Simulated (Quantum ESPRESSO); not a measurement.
Runs of Quantum ESPRESSO 7.5 on MnS. The structure is hexagonal, space group P6_3mc (No. 186). The conventional cell has a = 3.954 Å, b = 3.954 Å, c = 6.343 Å, α = 90.00°, β = 90.00°, γ = 120.00°. Mn (site symmetry 3m) is surrounded by 4 S at 2.36 to 2.42 Å. Around S (site symmetry 3m) lie 4 Mn at 2.36 to 2.42 Å. The cell is a database's computed one.

```tsv
task	level	potentials or basis	U	k mesh	smearing	form of the LDA correlation	start of the occupations	hubbard projectors	q mesh	iterations	gap on the mesh (eV)	pressure (GPa)	moment (μB)	largest force (eV/Å)
band structure	LDA	GBRV 1.5 LDA	-	8 × 8 × 4	fermi-dirac 0.05 eV	PZ81	-	-	-	-	none	-4.1	9.61	0.25
Hubbard U by linear response	LDA+U	GBRV 1.5 LDA	Mn d U = 0.0001 eV	6 × 6 × 4	cold 0.136 eV	PZ81	default	ortho-atomic	1 × 1 × 1	-	none	-4.1	(a)	0.26
Wannier functions	LDA	GBRV 1.5 LDA	-	6 × 6 × 3	fermi-dirac 0.05 eV	PZ81	-	-	-	0	none	-4.2	9.61	0.25
band structure	PBEsol	GBRV 1.5 PBEsol	-	8 × 8 × 4	fermi-dirac 0.05 eV	-	-	-	-	-	none	-0.5	(b)	0.27
```

Alike in all rows: spin collinear, ferromagnetic start; cell as given; cutoff (eV) 612.

Task: Estimate the missing entries.

Result: (a) 9.62; (b) 9.84.

Caveats: only a ferromagnetic start was run, and an antiferromagnetic order may lie lower in energy; semilocal functionals often make such compounds metallic where correlation or magnetic order opens a gap, which also shifts bond lengths (some runs); the computed U isn't converged in cell size (some runs).

A k mesh can miss the band edges.

A gap of «none» marks a metal or a gap under the smearing width.

Not every run made on this cell is shown here.
